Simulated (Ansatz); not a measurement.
Worked example: C3H9N + KOH → C2H7NO + CH3K

Species: C3H9N (propylamine) `CCCN`, singlet; KOH `[OH][K]`, singlet; C2H7NO (ethanolamine) `NCCO`, singlet; CH3K `[CH3][K]`, singlet. The partners trade CH3 for OH: C–CH3 and K–OH bonds give way to C–OH and K–CH3.

Shapes, held fixed at every level: PBE0-D4/def2-TZVP. Flexible molecules stand in one conformer, not always the lowest. Programs: Ansatz 0.2.0. Electronic energies: no zero-point or thermal term.

At CCSD(T)/def2-TZVPP; 1 Eh = 2625.50 kJ/mol:

```
species  energy (Eh)
  C3H9N  -174.182789
    KOH  -675.087180
 C2H7NO  -210.068977
   CH3K  -639.129411
```

Work out ΔE of the reaction at this level.


1. Products less reactants: (-210.068977) + (-639.129411) − [(-174.182789) + (-675.087180)] = 0.071581 Eh = +187.9 kJ/mol.

Other levels give +187.9 (B3LYP-D4/def2-TZVPP) to +200.4 kJ/mol (MP2/def2-TZVPP). No measured value is set beside it here. Correlated rows may include outer-core shells of K, which these sets cover unevenly.
